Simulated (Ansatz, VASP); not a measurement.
**Mg in VASP and in Ansatz**

```
CELL_PARAMETERS angstrom
3.19767 0.00000 0.00000
-1.59884 2.76927 0.00000
0.00000 0.00000 5.18023
ATOMIC_POSITIONS crystal
Mg 0.33333 0.66667 0.25000
Mg 0.66667 0.33333 0.75000
```

Alike in both runs: task single point; functional PBEsol; k mesh 9 × 9 × 5; occupations fermi-dirac, width 0.0816 eV; no spin polarisation.

|  | VASP | Ansatz |
| --- | --- | --- |
| version | VASP 6.6.1 | Ansatz 0.2.0 |
| potentials or method | VASP PAW PBE potentials, release 64 (Mg) | PAW with Ansatz's default frozen-core files, scalar-relativistic |
| plane-wave cutoff (eV) | 520 | 420 |
| valence electrons in the cell | 4 | 20 |

|  | VASP | Ansatz | Ansatz less VASP |
| --- | --- | --- | --- |
| pressure (GPa) | -0.7 | -0.7 | +0.06 |
| largest component of the traceless stress (GPa) | 0.15 | 0.14 | -0.005 |

The two sets of potentials don't hold the same shells in valence.

Caveats: the PAW data sets were made with another functional, which shifts forces and pressure a little (VASP).
